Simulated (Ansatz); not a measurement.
# Sn: the cost of one run

Computed with Ansatz 0.2.0 (DFT PBEsol, scalar-relativistic, plane waves, PAW, unless a step's input says otherwise).

3 further runs of the same task are left out: 3 set aside as unsound or not needed.

### Step 1. The system as given

Symmetry: I4/mmm, No. 139, tetragonal system. Conventional cell: a = 3.235 Å, b = 3.235 Å, c = 5.068 Å, α = 90.00°, β = 90.00°, γ = 90.00°. Around Sn (site symmetry 4/mmm) lie 12 Sn at 3.23 to 3.41 Å.

As a file:

```
CELL_PARAMETERS angstrom
-1.61733 1.61733 2.53388
1.61733 -1.61733 2.53388
1.61733 1.61733 -2.53388
ATOMIC_POSITIONS crystal
Sn 0.00000 0.00000 0.00000
```

It is the result of an earlier relaxation at this level (volume 26.51 Å³/atom; gap on the mesh: none (metal)).

### Step 2. The slab

Planes are indexed in the bulk's conventional cell (I4/mmm (No. 139)), a = 3.235 Å, b = 3.235 Å, c = 5.068 Å, α = 90.00°, β = 90.00°, γ = 90.00°.

A (110) slab, 6.9 Å thick as cut, with 17 Å of vacuum; its outer planes are Sn (top) and Sn (bottom).

The slab as cut. Its planes from the bottom up:

| plane | atoms per cell | height over the lowest (Å) |
| --- | --- | --- |
| 1 | Sn | 0.00 |
| 2 | Sn | 2.29 |
| 3 | Sn | 4.57 |
| 4 | Sn | 6.86 |

### Step 3. Relaxing the clean slab

The input, input.yaml:

```yaml
crystal:
  lattice:
    - [3.4135078681, 0.0, 0.0]
    - [0.3483379194, 3.3956879508, 0.0]
    - [0.0, 0.0, 23.8617357729]
  atoms:
    - { symbol: Sn, position: [0.5, 0.5, 0.3562188468] }
    - { symbol: Sn, position: [0.0, 0.0, 0.4520729489] }
    - { symbol: Sn, position: [0.5, 0.5, 0.5479270511] }
    - { symbol: Sn, position: [0.0, 0.0, 0.6437811532] }
basis:
  ecutwfc: 420
kpoints:
  mp_grid: { grid: [9, 9, 1] }
hamiltonian:
  xc: pbesol
scf:
  occupations: { method: gaussian, width: 0.1 }
output:
  forces: true
  eigenvalues: true
  write_density: true
  write_potential: true
  elf: true
  volumetric_format: npy
relax:
  adjacent_minimum: "off"
  f_tol: 0.03
  max_steps: 70
  constraints: [{ sites: [0, 1] }]
efield:
  axis: 3
  dipole_correction: true
  ramp_width: 0.04
```

Run with:

```sh
ansatz run input.yaml --threads 1 --pin off --max-ram 2560MiB --backend cpu --events-out ev --progress --plain --runs-dir out
```

**Question.** How long does this run take on 1 thread of Intel Xeon 6975P-C (Granite Rapids), shared host, and how much memory does it need?

About 32 s, with a peak of 0.57 GiB.
